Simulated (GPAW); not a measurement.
A calculation with GPAW 26.7.0 of Sb (ASE script, structure typed inline):

Contents of run.py:

```python
from ase import Atoms
from ase.dft.bandgap import bandgap
from ase.io import write
from ase.units import GPa
from gpaw import GPAW, PW

atoms = Atoms(['Sb', 'Sb'],
              cell=[[2.1542, 1.2437279499, 3.758],
                    [-2.1542, 1.2437279499, 3.758],
                    [0.0, -2.4874558998, 3.758]],
              scaled_positions=[[0.76651, 0.76651, 0.76651],
                                [0.23349, 0.23349, 0.23349]],
              pbc=True)

calc = GPAW(mode=PW(450),
            xc='PBE',
            kpts={'size': (6, 6, 6), 'gamma': True},
            occupations={'name': 'fermi-dirac', 'width': 0.05},
            nbands=25,
            maxiter=120,
            txt='gpaw.txt')
atoms.calc = calc
energy = atoms.get_potential_energy()
forces = atoms.get_forces()
stress = atoms.get_stress()
calc.write('gs.gpw')
write('result.traj', atoms)
print(f'Energy: {energy:.6f} eV')
print('Forces (eV/A):')
print(forces.round(4))
print('Stress (GPa):', (stress / GPa).round(3))
print('Fermi level:', round(calc.get_fermi_level(), 4), 'eV')
print(f'Gap: {bandgap(calc)[0]:.4f} eV, direct: {bandgap(calc, direct=True)[0]:.4f} eV')
```

Potentials or basis: GPAW PAW data sets (gpaw-data 1.2.1), pw.

Run with:

```console
$ OMP_NUM_THREADS=1 python run.py
```

Question: Write the same calculation in another form: ASE script, structure from a POSCAR.

Answer: As run:

run.py

```python
from ase.dft.bandgap import bandgap
from ase.io import read, write
from ase.units import GPa
from gpaw import GPAW, PW

atoms = read('POSCAR')

calc = GPAW(mode=PW(450),
            xc='PBE',
            kpts={'size': (6, 6, 6), 'gamma': True},
            occupations={'name': 'fermi-dirac', 'width': 0.05},
            nbands=25,
            maxiter=120,
            txt='gpaw.txt')
atoms.calc = calc
energy = atoms.get_potential_energy()
forces = atoms.get_forces()
stress = atoms.get_stress()
calc.write('gs.gpw')
write('result.traj', atoms)
print(f'Energy: {energy:.6f} eV')
print('Forces (eV/A):')
print(forces.round(4))
print('Stress (GPa):', (stress / GPa).round(3))
print('Fermi level:', round(calc.get_fermi_level(), 4), 'eV')
print(f'Gap: {bandgap(calc)[0]:.4f} eV, direct: {bandgap(calc, direct=True)[0]:.4f} eV')
```

Contents of POSCAR:

```
Sb
1.0
    2.1542000000      1.2437279499      3.7580000000
   -2.1542000000      1.2437279499      3.7580000000
    0.0000000000     -2.4874558998      3.7580000000
Sb
2
Direct
    0.7665100000      0.7665100000      0.7665100000
    0.2334900000      0.2334900000      0.2334900000
```

Potentials or basis: GPAW PAW data sets (gpaw-data 1.2.1), pw.

Launch:

```bash
$ OMP_NUM_THREADS=1 python run.py
```

Both were run:

|  | ASE script, structure typed inline | ASE script, structure from a POSCAR |
| --- | --- | --- |
| Pressure | 0.9 GPa | 0.9 GPa |
| Largest force | 0.056 eV/Å | 0.056 eV/Å |
| Band gap on the k mesh | none (metal or under the smearing width) | none (metal or under the smearing width) |

Keys that steer only the numerical path or the files written may differ.

Caveat: the cutoff is short for stress and forces, so pressures can be off by a GPa or more.
